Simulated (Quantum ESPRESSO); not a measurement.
# 2H-WS2, 1 layer, rectangular cell: a series in strain along the second axis, part 2 of 7

Aim: how the results for 2H-WS2, 1 layer, rectangular cell change with strain along the second axis.

Quantum ESPRESSO 7.5; plane-wave DFT, PBE, GBRV ultrasoft pseudopotentials.

So far. Step 2 (Relaxing cell and ions of the reference):  The last row is no step: it is a fresh SCF in the final cell with a new plane-wave basis, -0 meV from the row before.

### 3. Relaxing the ions, -4 %

File m0.relax.in:

```
&control
  prefix = 'm0.relax'
  outdir = './out'
  pseudo_dir = './pseudo'
  nstep = 40
  forc_conv_thr = 0.0003
  calculation = 'relax'
  tstress = .true.
/
&system
  ibrav = 0
  nat = 6
  ntyp = 2
  ecutwfc = 50
  ecutrho = 250
  occupations = 'smearing'
  smearing = 'fd'
  degauss = 0.002
/
&electrons
  conv_thr = 1e-09
  mixing_beta = 0.4
  electron_maxstep = 120
  mixing_mode = 'plain'
/
&ions
/
ATOMIC_SPECIES
  S   32.0600  s_pbe_v1.4.uspp.F.UPF
  W   183.8400  w_pbe_v1.2.uspp.F.UPF
CELL_PARAMETERS angstrom
  3.18620864300000 0.00000000000000 0.00000000000000
  0.00000000000000 5.29801667808000 0.00000000000000
  0.00000000000000 0.00000000000000 18.47562023200000
ATOMIC_POSITIONS crystal
  S   0.999999999900 0.333332935400 0.414858813600
  S   0.500000000000 0.833332916800 0.414858819500
  W   0.000000000000 0.000000826800 0.500000000000
  W   0.500000000000 0.500000802000 0.500000000000
  S   0.999999999900 0.333332935400 0.585141186400
  S   0.500000000000 0.833332916800 0.585141180500
K_POINTS automatic
  10 6 1 0 0 0
```

Launch:

```bash
$ OMP_NUM_THREADS=1 mpirun -n 4 pw.x -nk 4 -in m0.relax.in > m0.relax.out
```

What it wrote:

```text
[banner, memory and clock lines left out]
Program PWSCF v.7.5 starts
[citation notice left out]

[...]
Message from routine setup:
[...]
bravais-lattice index     =            0
     lattice parameter (alat)  =       6.0211  a.u.
     unit-cell volume          =    2104.6659 (a.u.)^3
     number of atoms/cell      =            6
     number of atomic types    =            2
     number of electrons       =        52.00
     number of Kohn-Sham states=           31
     kinetic-energy cutoff     =      50.0000  Ry
     charge density cutoff     =     250.0000  Ry
     scf convergence threshold =      1.0E-09
     mixing beta               =       0.4000
     number of iterations used =            8  plain     mixing
     energy convergence thresh.=      1.0E-04
     force convergence thresh. =      3.0E-04
     Exchange-correlation= SLA  PW   PBE  PBE
                           (   1   4   3   4   0   0   0)
     nstep                     =           40

[...]
PseudoPot. # 1 for S  read from file:
     ./pseudo/s_pbe_v1.4.uspp.F.UPF
     Pseudo is Ultrasoft + core correction, Zval =  6.0
     Generated by new atomic code, or converted to UPF format
     Using radial grid of  907 points,  6 beta functions with:
                l(1) =   0
                l(2) =   0
                l(3) =   1
                l(4) =   1
                l(5) =   2
                l(6) =   2
     Q(r) pseudized with  8 coefficients,  rinner =    1.300   1.300   1.300
                                                       1.300   1.300

     PseudoPot. # 2 for W  read from file:
     ./pseudo/w_pbe_v1.2.uspp.F.UPF
     Pseudo is Ultrasoft + core correction, Zval = 14.0
     Generated by new atomic code, or converted to UPF format
     Using radial grid of  923 points,  8 beta functions with:
                l(1) =   0
                l(2) =   0
                l(3) =   0
                l(4) =   1
                l(5) =   1
                l(6) =   2
                l(7) =   2
                l(8) =   3
     Q(r) pseudized with  6 coefficients,  rinner =    1.350   1.350   1.350
                                                       1.350   1.350   1.350
                                                       1.350

     atomic species   valence    mass     pseudopotential
     S                 6.00    32.06000     S ( 1.00)
     W                14.00   183.84000     W ( 1.00)

      4 Sym. Ops. (no inversion) found

[...]
number of k points=    24  Fermi-Dirac smearing, width (Ry)=  0.0020
[...]
Dense  grid:   140447 G-vectors     FFT dimensions: (  32,  54, 180)

     Smooth grid:   100631 G-vectors     FFT dimensions: (  27,  45, 160)

     Check: negative core charge=   -0.000002

     Initial potential from superposition of free atoms

     starting charge      51.7992, renormalised to      52.0000

     negative rho (up, down):  1.282E-01 0.000E+00
     Starting wfcs are   42 randomized atomic wfcs

     per-process dynamical memory:   133.9 Mb

     Self-consistent Calculation

     iteration #  1     ecut=    50.00 Ry     beta= 0.40
     Davidson diagonalization with overlap
     ethr =  1.00E-02,  avg # of iterations =  2.5

     Threshold (ethr) on eigenvalues was too large:
     Diagonalizing with lowered threshold

     Davidson diagonalization with overlap
     ethr =  3.00E-04,  avg # of iterations =  2.9

     negative rho (up, down):  1.311E-01 0.000E+00

     total energy              =    -415.00932962 Ry
     estimated scf accuracy    <       0.19162546 Ry

     iteration #  2     ecut=    50.00 Ry     beta= 0.40
[...]
negative rho (up, down):  1.346E-01 0.000E+00

[...]
total energy              =    -415.01998929 Ry
     estimated scf accuracy    <       0.02760551 Ry

     iteration #  3     ecut=    50.00 Ry     beta= 0.40
[...]
negative rho (up, down):  1.353E-01 0.000E+00

[...]
total energy              =    -415.02629840 Ry
     estimated scf accuracy    <       0.00985395 Ry

     iteration #  4     ecut=    50.00 Ry     beta= 0.40
[...]
negative rho (up, down):  1.371E-01 0.000E+00

[...]
total energy              =    -415.02715525 Ry
     estimated scf accuracy    <       0.00286945 Ry

     iteration #  5     ecut=    50.00 Ry     beta= 0.40
[...]
negative rho (up, down):  1.373E-01 0.000E+00

[...]
total energy              =    -415.02753494 Ry
     estimated scf accuracy    <       0.00133057 Ry

     iteration #  6     ecut=    50.00 Ry     beta= 0.40
[...]
negative rho (up, down):  1.373E-01 0.000E+00

[...]
total energy              =    -415.02775565 Ry
     estimated scf accuracy    <       0.00003008 Ry

[...]
iteration #  9     ecut=    50.00 Ry     beta= 0.40
[...]
negative rho (up, down):  1.370E-01 0.000E+00

[...]
total energy              =    -415.02778228 Ry
     estimated scf accuracy    <       0.00000016 Ry

     iteration # 10     ecut=    50.00 Ry     beta= 0.40
[...]
negative rho (up, down):  1.370E-01 0.000E+00

[...]
total energy              =    -415.02778239 Ry
     estimated scf accuracy    <       0.00000018 Ry

     iteration # 11     ecut=    50.00 Ry     beta= 0.40
[...]
negative rho (up, down):  1.370E-01 0.000E+00

[...]
total energy              =    -415.02778240 Ry
     estimated scf accuracy    <       0.00000002 Ry

     iteration # 12     ecut=    50.00 Ry     beta= 0.40
[...]
negative rho (up, down):  1.370E-01 0.000E+00

[...]
End of self-consistent calculation

          k = 0.0000 0.0000 0.0000 ( 12597 PWs)   bands (ev):

   -73.8733 -73.8479 -38.3536 -38.1706 -38.0951 -38.0858 -37.9803 -37.9165
   -14.9447 -13.2615 -12.5023 -12.3307  -6.5821  -6.5238  -5.3168  -4.4437
    -3.6668  -3.0220  -2.4850  -2.2442  -2.1267  -1.5424  -1.3772  -1.3643
    -0.8001  -0.1620   2.9185   3.0671   3.2577   3.3081   3.4330

          k = 0.0000 0.1002 0.0000 ( 12561 PWs)   bands (ev):

   -73.8716 -73.8496 -38.3252 -38.1649 -38.0915 -38.0875 -37.9881 -37.9467
   -14.8148 -13.2107 -12.7243 -12.4093  -6.3691  -6.3627  -5.1171  -4.3803
    -3.5676  -2.8934  -2.8403  -2.5688  -2.0806  -1.7671  -1.4440  -1.2411
    -1.0075  -0.1893   2.9446   3.0470   3.1030   3.1350   3.1731

[...]
the Fermi energy is     1.0258 ev

!    total energy              =    -415.02778241 Ry
     estimated scf accuracy    <          8.1E-10 Ry
     smearing contrib. (-TS)   =       0.00000000 Ry
     internal energy E=F+TS    =    -415.02778241 Ry

     The total energy is F=E-TS. E is the sum of the following terms:
     one-electron contribution =   -2038.31841419 Ry
     hartree contribution      =    1019.82162352 Ry
     xc contribution           =    -116.56635435 Ry
     ewald contribution        =     720.03536261 Ry

     convergence has been achieved in  12 iterations

     negative rho (up, down):  1.370E-01 0.000E+00

     Forces acting on atoms (cartesian axes, Ry/au):

     atom    1 type  1   force =     0.00000000    0.00700394   -0.01856479
     atom    2 type  1   force =     0.00000000    0.00700315   -0.01856572
     atom    3 type  2   force =     0.00000000   -0.01400594    0.00000000
     atom    4 type  2   force =     0.00000000   -0.01400825    0.00000000
     atom    5 type  1   force =     0.00000000    0.00700394    0.01856479
     atom    6 type  1   force =     0.00000000    0.00700315    0.01856572

     Total force =     0.044354     Total SCF correction =     0.000075

     Computing stress (Cartesian axis) and pressure

     negative rho (up, down):  1.370E-01 0.000E+00
          total   stress  (Ry/bohr**3)                   (kbar)     P=       23.38
   0.00008384   0.00000000   0.00000000           12.33        0.00        0.00
   0.00000000   0.00029228   0.00000000            0.00       43.00        0.00
   0.00000000   0.00000000   0.00010064            0.00        0.00       14.80

     BFGS Geometry Optimization
     Energy error            =      2.0E-03 Ry
     Gradient error          =      1.9E-02 Ry/Bohr

     number of scf cycles    =   1
     number of bfgs steps    =   0

     energy             new  =    -415.0277824068 Ry

     new trust radius        =       0.0198426329 bohr
     new conv_thr            =       0.0000000010 Ry

ATOMIC_POSITIONS (crystal)
S                0.9999999999        0.3340325041        0.4143270824
S                0.5000000000        0.8340324068        0.4143270617
W                0.0000000000       -0.0013981165        0.5000000000
W                0.5000000000        0.4986016280        0.5000000000
S                0.9999999999        0.3340325041        0.5856729176
S                0.5000000000        0.8340324068        0.5856729383

[...]
NEW-OLD atomic charge density approx. for the potential

     Check: negative core charge=   -0.000002

     negative rho (up, down):  1.367E-01 0.000E+00

     per-process dynamical memory:   179.4 Mb

[...]
!    total energy              =    -415.02921109 Ry
[...]
Total force =     0.021286     Total SCF correction =     0.000083
[...]
number of bfgs steps    =   1
[...]
energy             new  =    -415.0292110878 Ry
[...]
new trust radius        =       0.0205578320 bohr
[...]
!    total energy              =    -415.02970561 Ry
[...]
Total force =     0.005070     Total SCF correction =     0.000013
[...]
number of bfgs steps    =   2
[...]
energy             new  =    -415.0297056147 Ry
[...]
new trust radius        =       0.0036029778 bohr
[...]
!    total energy              =    -415.02972774 Ry
[...]
Total force =     0.002053     Total SCF correction =     0.000018
[...]
number of bfgs steps    =   3
[...]
energy             new  =    -415.0297277390 Ry
[...]
new trust radius        =       0.0014649152 bohr
[...]
Self-consistent Calculation

     iteration #  1     ecut=    50.00 Ry     beta= 0.40
     Davidson diagonalization with overlap
     ethr =  1.00E-06,  avg # of iterations =  2.0

     Threshold (ethr) on eigenvalues was too large:
     Diagonalizing with lowered threshold

     Davidson diagonalization with overlap
     ethr =  1.30E-09,  avg # of iterations =  6.8

     negative rho (up, down):  1.365E-01 0.000E+00

     total energy              =    -415.02973098 Ry
     estimated scf accuracy    <       0.00000038 Ry

[...]
iteration #  9     ecut=    50.00 Ry     beta= 0.40
[...]
negative rho (up, down):  1.365E-01 0.000E+00

[...]
End of self-consistent calculation

          k = 0.0000 0.0000 0.0000 ( 12597 PWs)   bands (ev):

   -73.8852 -73.8602 -38.3396 -38.1691 -38.0911 -38.0868 -37.9777 -37.9095
   -14.8401 -13.2476 -12.4198 -12.2447  -6.4846  -6.4652  -5.3015  -4.3940
    -3.5658  -2.8516  -2.3439  -2.2802  -2.1345  -1.4872  -1.3028  -1.1807
    -0.7591  -0.2326   2.9747   3.0093   3.2408   3.3081   3.3974

          k = 0.0000 0.1002 0.0000 ( 12561 PWs)   bands (ev):

   -73.8836 -73.8619 -38.3116 -38.1636 -38.0923 -38.0836 -37.9854 -37.9393
   -14.7119 -13.1935 -12.6410 -12.3306  -6.3095  -6.2579  -5.0900  -4.3373
    -3.4679  -2.7251  -2.7029  -2.5439  -2.0932  -1.7039  -1.3589  -1.1355
    -0.9574  -0.2486   2.8593   3.0625   3.0770   3.0830   3.1497

[...]
the Fermi energy is     0.9374 ev

!    total energy              =    -415.02973103 Ry
     estimated scf accuracy    <          3.8E-13 Ry
     smearing contrib. (-TS)   =      -0.00000000 Ry
     internal energy E=F+TS    =    -415.02973103 Ry

     The total energy is F=E-TS. E is the sum of the following terms:
     one-electron contribution =   -2025.84565095 Ry
     hartree contribution      =    1013.61674139 Ry
     xc contribution           =    -116.48523552 Ry
     ewald contribution        =     713.68441405 Ry

     convergence has been achieved in   9 iterations

     negative rho (up, down):  1.365E-01 0.000E+00

     Forces acting on atoms (cartesian axes, Ry/au):

     atom    1 type  1   force =     0.00000000   -0.00007197    0.00004608
     atom    2 type  1   force =     0.00000000   -0.00007209    0.00004611
     atom    3 type  2   force =     0.00000000    0.00014406    0.00000000
     atom    4 type  2   force =     0.00000000    0.00014406    0.00000000
     atom    5 type  1   force =     0.00000000   -0.00007197   -0.00004608
     atom    6 type  1   force =     0.00000000   -0.00007209   -0.00004611

     Total force =     0.000266     Total SCF correction =     0.000001

     Computing stress (Cartesian axis) and pressure

     negative rho (up, down):  1.365E-01 0.000E+00
          total   stress  (Ry/bohr**3)                   (kbar)     P=       14.32
   0.00005236   0.00000000   0.00000000            7.70        0.00        0.00
   0.00000000   0.00024450   0.00000000            0.00       35.97        0.00
   0.00000000   0.00000000  -0.00000478            0.00        0.00       -0.70

     Energy error            =      3.3E-06 Ry
     Gradient error          =      1.4E-04 Ry/Bohr

     bfgs converged in   5 scf cycles and   4 bfgs steps
     (criteria: energy <  1.0E-04 Ry, force <  3.0E-04 Ry/Bohr)

     End of BFGS Geometry Optimization

     Final energy             =    -415.0297310348 Ry

     File ./out/m0.relax.bfgs deleted, as requested
Begin final coordinates

ATOMIC_POSITIONS (crystal)
S                0.9999999999        0.3342297406        0.4136192226
S                0.5000000000        0.8342297835        0.4136192188
W                0.0000000000       -0.0017928596        0.5000000000
W                0.5000000000        0.4982071446        0.5000000000
S                0.9999999999        0.3342297406        0.5863807774
S                0.5000000000        0.8342297835        0.5863807812
End final coordinates

[...]
```

Elapsed: 6.2 min, on 4 MPI ranks of Arm Neoverse V1, shared host; peak memory 1.6 GiB; 25 min of CPU time.

The steps of the relaxation:

```
step  energy less that of the first step (eV)  largest force (eV/Å)
   1                                   0.0000                0.5102
   2                                  -0.0194                0.2672
   3                                  -0.0262                0.0552
   4                                  -0.0265                0.0290
   5                                  -0.0265                0.0037
```

The atoms that moved most (Å):

```
atom     dx      dy      dz  length
  S6  0.000   0.005   0.023   0.023
  S2  0.000   0.005  -0.023   0.023
  S5  0.000   0.005   0.023   0.023
  S1  0.000   0.005  -0.023   0.023
  W3  0.000  -0.010   0.000   0.010
  W4  0.000  -0.010   0.000   0.010
```

The relaxation lowers the energy by 4 meV an atom.

Numbers from this step:

- free energy: -5646.7672 eV
- Fermi energy: 0.9374 eV

(Continued in part 3 of 7.)

[Logs are printed without paths, hosts, clocks, repeated set-up lines and the standing remarks that a program may print on its own settings, such as how far it seeks lower states.]

[Hosts, paths, dates, database ids (printed as entryN), source tags and the programs' standing remarks are cut or masked in the printed files.]

[Maps of the electrostatic potential energy from Ansatz leave out the sawtooth potential of an applied field or a dipole correction, so their vacuum need not be flat; planar profiles and work functions include it.]
